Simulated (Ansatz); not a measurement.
**Relaxing Si**

Level of theory: DFT r2SCAN, scalar-relativistic, plane waves, PAW in Ansatz 0.2.0. Cutoff 500 eV, Γ-centred k mesh, Gaussian smearing, no spin polarisation in the final step.

A relaxed cell is given with its space group left out.

```xyz
4
Lattice="-3.3273 3.3273 1.9219 3.3273 -3.3273 1.9219 3.3273 3.3273 -1.9219" Properties=species:S:1:pos:R:3 pbc="T T T"
Si    1.1895    1.1895    0.0000
Si    2.1378    2.1378    1.9219
Si    2.1378   -2.1378    1.9219
Si   -2.1378    2.1378    1.9219
```

Energies count from the standard state of Si at the same level.

**Question.** What space group does it have?

**Answer.** I4/mmm (No. 139). Conventional cell: a = 6.655 Å, c = 3.844 Å. Si has 4 Si at 2.34–2.38 Å.

**Question.** How far above the standard state of Si does it lie?

**Answer.** 0.116 eV/atom.

**Question.** Is it a metal?

**Answer.** No, the gap on the 10×10×10 mesh is 0.48 eV.

The final run used a 10×10×10 mesh on its 4-atom cell and 0.02 eV smearing.

This form isn't the element's structure at ambient conditions.